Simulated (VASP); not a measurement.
# ZnS (F-43m): a series in biaxial strain in the (111) plane

How do the elastic response and the band edges of ZnS follow biaxial strain in the (111) plane?

Main program and level: VASP 6.6.1; LDA; plane waves and PAW (Zn, S), in the first sound run; inputs show where later runs differ.

### 1. Set-up

The structure is cubic, space group F-43m (No. 216). The conventional cell has a = 5.410 Å, b = 5.410 Å, c = 5.410 Å, α = 90.00°, β = 90.00°, γ = 90.00°. Nearest to Zn lie 4 S at 2.34 Å. S has 4 Zn at 2.34 Å nearest. Farther neighbours and most contacts between anions are not listed.

Coordinates:

```
Zn S
1.0
     0.00000    2.70500    2.70500
     2.70500    0.00000    2.70500
     2.70500    2.70500    0.00000
Zn S
1 1
Direct
  0.00000 0.00000 0.00000
  0.25000 0.25000 0.25000
```

### 2. Relax the crystal, LDA

The series starts from the cell that this level prefers, so that zero strain is near zero stress.

This step took 2 runs in a row; the last is shown.

Level: LDA; plane waves and PAW (Zn, S).

Contents of INCAR:

```
SYSTEM = ZnS
PREC = Accurate
ENCUT = 450
EDIFF = 1E-07
NELM = 120
ISMEAR = 0
SIGMA = 0.02
LREAL = .FALSE.
ALGO = Normal
GGA = CA
NBANDS = 15
LASPH = .TRUE.
LORBIT = 11
LWAVE = .FALSE.
LCHARG = .FALSE.
KPAR = 12
IBRION = 2
NSW = 40
ISIF = 3
EDIFFG = -0.005
POTIM = 0.4
```

Contents of POSCAR:

```
ZnS
1.0
    0.0000000000      2.6503118734      2.6503118734
    2.6503118734      0.0000000000      2.6503118734
    2.6503118734      2.6503118734      0.0000000000
Zn S
1 1
Direct
    0.0000000000      0.0000000000      0.0000000000
    0.2500000000      0.2500000000      0.2500000000
```

Contents of KPOINTS:

```
Automatic mesh
0
Gamma
10 10 10
0 0 0
```

PAW data sets: Zn and S (LDA family, release 64).

Launch:

```bash
mpirun -np 12 vasp_std
```

The program printed:

```text
[banner, memory and clock lines left out]
running   12 mpi-ranks, on    1 nodes
[...]
|                                                                             |
|           W    W    AA    RRRRR   N    N  II  N    N   GGGG   !!!           |
|           W    W   A  A   R    R  NN   N  II  NN   N  G    G  !!!           |
|           W    W  A    A  R    R  N N  N  II  N N  N  G       !!!           |
|           W WW W  AAAAAA  RRRRR   N  N N  II  N  N N  G  GGG   !            |
|           WW  WW  A    A  R   R   N   NN  II  N   NN  G    G                |
|           W    W  A    A  R    R  N    N  II  N    N   GGGG   !!!           |
|                                                                             |
|     For optimal performance we recommend to set                             |
|       NCORE = 2 up to number-of-cores-per-socket                            |
|     NCORE specifies how many cores store one orbital (NPAR=cpu/NCORE).      |
|     This setting can greatly improve the performance of VASP for DFT.       |
[...]
|     Unfortunately you need to use the default for GW and RPA                |
|     calculations (for HF NCORE is supported but not extensively tested      |
|     yet).                                                                   |
|                                                                             |

 LDA part: xc-table for (Slater(with rela. corr.)+CA(PZ))
 , standard interpolation
 POSCAR, INCAR and KPOINTS ok, starting setup
[...]
entering main loop
       N       E                     dE             d eps       ncg     rms          rms(c)
DAV:   1     0.844924030786E+02    0.84492E+02   -0.83039E+03  1417   0.133E+03
DAV:   2    -0.297509783206E+01   -0.87468E+02   -0.82414E+02  1599   0.256E+02
DAV:   3    -0.858274073898E+01   -0.56076E+01   -0.55833E+01  1753   0.659E+01
DAV:   4    -0.864432556651E+01   -0.61585E-01   -0.61569E-01  1669   0.714E+00
[...]
DAV:  11    -0.820746683201E+01    0.32620E-05   -0.10281E-05  2185   0.683E-02    0.404E-03
DAV:  12    -0.820746695399E+01   -0.12199E-06   -0.12543E-06  1697   0.113E-02    0.155E-03
DAV:  13    -0.820746695555E+01   -0.15564E-08   -0.39808E-08  1062   0.174E-03
   1 F= -.82074670E+01 E0= -.82074670E+01  d E =-.820747E+01
[...]
reached required accuracy - stopping structural energy minimisation
```

Elapsed: 4.8 s, on 12 MPI ranks of Intel Xeon Platinum 8259CL at 2.50GHz (Skylake/Cascade Lake), shared host; peak memory 1.8 GiB; 40 s of CPU time.

The logs omit lines about the potential files and the build; timing stands in the text.

From OUTCAR (step 2):

```text
  Total       -0.0065099     -0.0065099     -0.0065099      0.0000000     -0.0000000      0.0000000
  in kB       -0.2801341     -0.2801341     -0.2801341      0.0000000     -0.0000000      0.0000000
  external PRESSURE =      -0.2801341 kB  Pullay stress =       0.0000000 kB

 POSITION                                       TOTAL-FORCE (eV/Angst)
 -----------------------------------------------------------------------------------
      0.00000      0.00000      0.00000        -0.000000     -0.000000     -0.000000
      1.32516      1.32516      1.32516         0.000000      0.000000      0.000000
 -----------------------------------------------------------------------------------
    total drift:                                0.000001      0.000001      0.000001

  FREE ENERGIE OF THE ION-ELECTRON SYSTEM (eV)
  ---------------------------------------------------
  free  energy   TOTEN  =        -8.2074669555 eV

  energy  without entropy=       -8.2074669555  energy(sigma->0) =       -8.20746696

 reached required accuracy - stopping structural energy minimisation

[... 3 further parts left out ...]
[key lines of the parts left out:]
E-fermi :   2.5842
```

Numbers from this step:

| Property | Result |
| --- | --- |
| energy(sigma→0) of the program | -8.2075 eV |
| stress, compression positive | -0.03 along [111], -0.03 across it (mean), GPa |
| volume | 37.232 Å³ |
| ionic steps | 1 |

### 3. Strain along the normal, LDA

One member in full: the plane is strained by -1.5 %, and the strain along the normal is moved by secant steps until the normal stress is under 0.012 GPa or five steps are spent; the atoms relax at each step.

This step took 3 runs, each at a new trial strain with the atoms of the one before; the last is shown.

Level: LDA; plane waves and PAW (Zn, S); cell typed or built by script.

INCAR: that of step 2 with these lines changed.

```diff
@@ -15,7 +15,7 @@
 LCHARG = .FALSE.
-KPAR = 12
-IBRION = 2
-NSW = 40
-ISIF = 3
-EDIFFG = -0.005
-POTIM = 0.4
+KPAR = 3
+IBRION = 1
+NSW = 25
+ISIF = 2
+EDIFFG = -0.004
+POTIM = 0.3
```

Contents of POSCAR:

```
ZnS
1.0
    0.0442479460      2.6548051410      2.6548051410
    2.6548051410      0.0442479460      2.6548051410
    2.6548051410      2.6548051410      0.0442479460
Zn S
1 1
Direct
    0.0017258607      0.0017258607      0.0017258607
    0.2482741393      0.2482741393      0.2482741393
```

KPOINTS is that of step 2.

Launch:

```bash
mpirun -np 3 vasp_std
```

The program printed:

```text
[banner, memory and clock lines left out]
running    3 mpi-ranks, on    1 nodes
[...]
LDA part: xc-table for (Slater(with rela. corr.)+CA(PZ))
 , standard interpolation
 POSCAR, INCAR and KPOINTS ok, starting setup
[...]
entering main loop
       N       E                     dE             d eps       ncg     rms          rms(c)
DAV:   1     0.836951433737E+02    0.83695E+02   -0.84317E+03  3488   0.134E+03
DAV:   2    -0.327445034091E+01   -0.86970E+02   -0.82029E+02  3886   0.256E+02
DAV:   3    -0.858554286279E+01   -0.53111E+01   -0.52885E+01  4404   0.646E+01
DAV:   4    -0.864135130379E+01   -0.55808E-01   -0.55796E-01  4152   0.685E+00
[...]
DAV:  11    -0.819774282893E+01    0.31189E-05   -0.12723E-05  5486   0.779E-02    0.627E-03
DAV:  12    -0.819774290799E+01   -0.79060E-07   -0.14030E-06  4173   0.155E-02    0.302E-03
DAV:  13    -0.819774291987E+01   -0.11886E-07   -0.88094E-08  2762   0.371E-03
   1 F= -.81977429E+01 E0= -.81977429E+01  d E =-.819774E+01
 BRION: g(F)=  0.974E-05 g(S)=  0.000E+00
[...]
N       E                     dE             d eps       ncg     rms          rms(c)
DAV:   1    -0.819774917280E+01   -0.62648E-05   -0.83753E-04  3641   0.217E-01    0.730E-03
DAV:   2    -0.819775069414E+01   -0.15213E-05   -0.16136E-05  4166   0.315E-02    0.297E-03
DAV:   3    -0.819775065542E+01    0.38717E-07   -0.13157E-07  3862   0.351E-03
   2 F= -.81977507E+01 E0= -.81977507E+01  d E =-.773555E-05
 BRION: g(F)=  0.336E-05 g(S)=  0.000E+00 retain N=  1 mean eig= 2.42
 eig:   2.424
[...]
N       E                     dE             d eps       ncg     rms          rms(c)
DAV:   1    -0.819775184130E+01   -0.11472E-05   -0.16919E-03  3669   0.308E-01    0.105E-02
DAV:   2    -0.819775479022E+01   -0.29489E-05   -0.31428E-05  4124   0.439E-02    0.434E-03
DAV:   3    -0.819775471811E+01    0.72109E-07   -0.26234E-07  4271   0.487E-03
   3 F= -.81977547E+01 E0= -.81977547E+01  d E =-.406269E-05
 BRION: g(F)=  0.104E-09 g(S)=  0.000E+00 retain N=  1 mean eig= 2.44
 eig:   2.438
 reached required accuracy - stopping structural energy minimisation
```

The job ended after 41 s (3 MPI ranks; peak memory 0.5 GiB; 97 s of CPU time).

Parts of OUTCAR (step 3):

```text
  Total        0.4049215      0.4049215      0.4049215     -0.2026671     -0.2026671     -0.2026671
  in kB       17.7806685     17.7806685     17.7806685     -8.8993955     -8.8993955     -8.8993955
  external PRESSURE =      17.7806685 kB  Pullay stress =       0.0000000 kB

 POSITION                                       TOTAL-FORCE (eV/Angst)
 -----------------------------------------------------------------------------------
      0.00871      0.00871      0.00871        -0.000024     -0.000024     -0.000024
      1.32975      1.32975      1.32975         0.000024      0.000024      0.000024
 -----------------------------------------------------------------------------------
    total drift:                               -0.000615     -0.000615     -0.000615

  FREE ENERGIE OF THE ION-ELECTRON SYSTEM (eV)
  ---------------------------------------------------
  free  energy   TOTEN  =        -8.1977547181 eV

  energy  without entropy=       -8.1977547181  energy(sigma->0) =       -8.19775472

[... 1 part as in an earlier step ...]

[... 3 further parts left out ...]
[key lines of the parts left out:]
E-fermi :   2.8614
```

This run gave:

| Quantity | Value |
| --- | --- |
| energy(sigma→0) of the program | -8.1978 eV |
| stress, compression positive | 0.00 along [111], 2.67 across it (mean), GPa |
| ionic steps | 3 |

### 4. Band edges, TB-mBJ with spin-orbit coupling

Short lines in KPOINTS_OPT sample the zone centre along and across the normal of the plane, for masses, and the other valleys.

Level: TB-mBJ, spin-orbit coupling; plane waves and PAW (Zn, S); cell typed or built by script.

TB-mBJ has no energy functional, so the total energy, stress and pressure in this output mean nothing.

Contents of INCAR:

```
SYSTEM = ZnS
PREC = Accurate
ENCUT = 450
EDIFF = 1E-06
NELM = 150
ISMEAR = 0
SIGMA = 0.02
LREAL = .FALSE.
ALGO = Normal
METAGGA = MBJ
LASPH = .TRUE.
LNONCOLLINEAR = .TRUE.
MAGMOM = 0 0 0 0 0 0
NBANDS = 28
GGA_COMPAT = .FALSE.
LSORBIT = .TRUE.
LWAVE = .FALSE.
LCHARG = .FALSE.
KPAR = 3
```

Contents of POSCAR:

```
ZnS
1.0
    0.0442479460      2.6548051410      2.6548051410
    2.6548051410      0.0442479460      2.6548051410
    2.6548051410      2.6548051410      0.0442479460
Zn S
1 1
Direct
    0.0016277281      0.0016277281      0.0016277281
    0.2483722719      0.2483722719      0.2483722719
```

Contents of KPOINTS:

```
Automatic mesh
0
Gamma
8 8 8
0 0 0
```

Contents of KPOINTS_OPT:

```
Line mode
6
Line-mode
Reciprocal
  0.00000000   0.00000000   0.00000000
  0.02459781   0.02459781   0.02459781

  0.00000000   0.00000000   0.00000000
 -0.01468955   0.01468955   0.00000000

  0.31000000   0.31000000   0.00000000
  0.50000000   0.50000000   0.00000000

  0.00000000   0.31000000   0.31000000
  0.00000000   0.50000000   0.50000000

  0.45000000   0.45000000   0.45000000
  0.50000000   0.50000000   0.50000000

  0.45000000   0.00000000   0.00000000
  0.50000000   0.00000000   0.00000000

  0.42500000   0.42500000   0.00000000
  0.42535211   0.44612627   0.02112627

  0.50000000   0.50000000   0.50000000
  0.48531045   0.51468955   0.50000000
```

Launch:

```bash
mpirun -np 3 vasp_ncl
```

The program printed:

```text
[banner, memory and clock lines left out]
running    3 mpi-ranks, on    1 nodes
[...]
|                                                                             |
|               ----> ADVICE to this user running VASP <----                  |
|                                                                             |
|     You enforced a specific xc type in the INCAR file but a different       |
|     [... a line on the potential file left out ...]
|     I HOPE YOU KNOW WHAT YOU ARE DOING!                                     |
|                                                                             |

 LDA part: xc-table for (None), standard interpolation
 POSCAR, INCAR and KPOINTS ok, starting setup
[...]
entering main loop
       N       E                     dE             d eps       ncg     rms          rms(c)
DAV:   1     0.982136498823E+02    0.98214E+02   -0.77061E+03  6760   0.141E+03
DAV:   2    -0.149114727867E+02   -0.11313E+03   -0.10671E+03  6780   0.313E+02
DAV:   3    -0.266711937289E+02   -0.11760E+02   -0.11605E+02  7828   0.104E+02
DAV:   4    -0.269587976761E+02   -0.28760E+00   -0.28699E+00  7616   0.160E+01
[...]
DAV:  44    -0.242413032941E+02    0.15404E-05   -0.17553E-12  3492   0.119E-05    0.360E-05
DAV:  45    -0.242413007631E+02    0.25310E-05   -0.11693E-12  3492   0.975E-06    0.226E-06
DAV:  46    -0.242413005414E+02    0.22171E-06   -0.13128E-12  3488   0.973E-06
   1 F= -.24241301E+02 E0= -.24241301E+02  d E =-.526117E-19  mag=     0.0000     0.0000     0.0000
 Start KPOINTS_OPT (optional k-point list driver)
k-point batch [1-48\48]
       N       E                     dE             ncg
DAV:   1     0.458405858797E+04   -0.14687E+05     2688
DAV:   2    -0.997940106703E+03   -0.55820E+04     2728
DAV:   3    -0.156054182065E+04   -0.56260E+03     3156
DAV:   4    -0.157203076171E+04   -0.11489E+02     3248
DAV:   5    -0.157212300288E+04   -0.92241E-01     3252
DAV:   6    -0.157212440649E+04   -0.14036E-02     3240
DAV:   7    -0.157212443532E+04   -0.28828E-04     3324
DAV:   8    -0.157212443590E+04   -0.58038E-06     2352
```

The job ended after 10 min (3 MPI ranks; peak memory 1.3 GiB; 25 min of CPU time).

OUTCAR, selected parts (step 4):

```text
  LATTYP: Found a trigonal (rhomboedric) cell.
 ALAT       =     3.7547221674
 COS(alpha) =     0.5165953631

 Subroutine GETGRP returns: Found  6 space group operations
 (whereof  6 operations were pure point group operations)

The static configuration has the point symmetry C_3v.

 Found    120 irreducible k-points:

   k-points           NKPTS =    120   k-points in BZ     NKDIM =    120   number of bands    NBANDS=     28

   dimension x,y,z NGX =    28 NGY =   28 NGZ =   28
   dimension x,y,z NGXF=    56 NGYF=   56 NGZF=   56

   ENCUT  =  450.0 eV  33.07 Ry    5.75 a.u.   6.49  6.49  6.49*2*pi/ulx,y,z

   NELECT =      18.0000    total number of electrons

 E-fermi :   3.3474

 k-point     1 :       0.0000    0.0000    0.0000
  band No.  band energies     occupation
    ...
     14       3.0641      1.00000
     15       3.2055      1.00000
     16       3.2055      1.00000
     17       3.2314      1.00000
     18       3.2314      1.00000
     19       7.1327      0.00000
     20       7.1327      0.00000
     21      10.3959      0.00000
     22      10.3959      0.00000
     23      10.7260      0.00000
    ...

 k-point     2 :       0.1250    0.0000    0.0000
  band No.  band energies     occupation
    ...
     14       2.2699      1.00000
     15       2.9311      1.00000
     16       2.9382      1.00000
     17       3.0640      1.00000
     18       3.0737      1.00000
     19       7.7789      0.00000
     20       7.7804      0.00000
     21      10.6001      0.00000
     22      10.6246      0.00000
     23      10.7438      0.00000
    ...

  Total      -92.2921498    -92.2921498    -92.2921498     -0.2350214     -0.2350214     -0.2350214
  in kB    -4052.6775675  -4052.6775675  -4052.6775675    -10.3201192    -10.3201192    -10.3201192
  external PRESSURE =   -4052.6775675 kB  Pullay stress =       0.0000000 kB

 POSITION                                       TOTAL-FORCE (eV/Angst)
 -----------------------------------------------------------------------------------
      0.00871      0.00871      0.00871        -0.139261     -0.139261     -0.139261
      1.32975      1.32975      1.32975         0.139261      0.139261      0.139261
 -----------------------------------------------------------------------------------
    total drift:                               -0.243477     -0.243477     -0.243477

  FREE ENERGIE OF THE ION-ELECTRON SYSTEM (eV)
  ---------------------------------------------------
  free  energy   TOTEN  =       -24.2413005414 eV

  energy  without entropy=      -24.2413005414  energy(sigma->0) =      -24.24130054

 Spin-Orbit-Coupling matrix elements
 Ion:    1  E_soc:     -0.0077507
 Ion:    2  E_soc:     -0.0020967

[... 1 part as in an earlier step ...]

[... 7 further parts left out ...]
```

### 5. Band edges, r2SCAN with spin-orbit coupling

Short lines in KPOINTS_OPT sample the zone centre along and across the normal of the plane, for masses, and the other valleys.

Level: r2SCAN, spin-orbit coupling; plane waves and PAW (Zn, S); cell typed or built by script.

INCAR: that of step 4 with these lines changed.

```diff
@@ -4,3 +4,3 @@
 EDIFF = 1E-06
-NELM = 150
+NELM = 100
 ISMEAR = 0
@@ -9,3 +9,3 @@
 ALGO = Normal
-METAGGA = MBJ
+METAGGA = R2SCAN
 LASPH = .TRUE.
```

POSCAR is that of step 4.

KPOINTS is that of step 4.

KPOINTS_OPT is that of step 4.

Launch:

```bash
mpirun -np 3 vasp_ncl
```

The program printed:

```text
[banner, memory and clock lines left out]
running    3 mpi-ranks, on    1 nodes
[...]
[... a notice as in an earlier step ...]

 LDA part: xc-table for (None), standard interpolation
 POSCAR, INCAR and KPOINTS ok, starting setup
[...]
entering main loop
       N       E                     dE             d eps       ncg     rms          rms(c)
DAV:   1    -0.467481637898E+02   -0.46748E+02   -0.80732E+03  6744   0.148E+03
DAV:   2    -0.163788843002E+03   -0.11704E+03   -0.11061E+03  6780   0.332E+02
DAV:   3    -0.176009164851E+03   -0.12220E+02   -0.12076E+02  7832   0.107E+02
DAV:   4    -0.176296227821E+03   -0.28706E+00   -0.28647E+00  7700   0.166E+01
[...]
DAV:  12    -0.173273845352E+03   -0.56430E-04   -0.10200E-04  7820   0.264E-01    0.706E-02
DAV:  13    -0.173273852598E+03   -0.72459E-05   -0.45120E-05  8500   0.137E-01    0.125E-02
DAV:  14    -0.173273852695E+03   -0.96893E-07   -0.22950E-06  7084   0.144E-02
   1 F= -.17327385E+03 E0= -.17327385E+03  d E =-.357354E-19  mag=    -0.0000     0.0000     0.0000
 Start KPOINTS_OPT (optional k-point list driver)
k-point batch [1-48\48]
       N       E                     dE             ncg
DAV:   1     0.385626731081E+04   -0.15415E+05     2688
DAV:   2    -0.182413937265E+04   -0.56804E+04     2736
DAV:   3    -0.241818622189E+04   -0.59405E+03     3192
DAV:   4    -0.243190854726E+04   -0.13722E+02     3248
DAV:   5    -0.243206974852E+04   -0.16120E+00     3268
DAV:   6    -0.243207313011E+04   -0.33816E-02     3292
DAV:   7    -0.243207321913E+04   -0.89026E-04     3332
DAV:   8    -0.243207322156E+04   -0.24286E-05     2572
DAV:   9    -0.243207322178E+04   -0.22247E-06     2140
```

It took 12 min on 3 MPI ranks; peak memory 1.3 GiB; 29 min of CPU time.

(Part 1 of 2 ends here.)

[Lines on the potential files, build, host, timing and source positions are cut from VASP's logs without a mark.]

[Logs are printed without paths, hosts, clocks, repeated set-up lines and the standing remarks that a program may print on its own settings, such as how far it seeks lower states.]

[Hosts, paths, dates, database ids (printed as entryN), source tags and the programs' standing remarks are cut or masked in the printed files.]

[In band tables of VASP the shares of atoms and orbitals are scaled to a sum of 1 inside the atoms' spheres.]
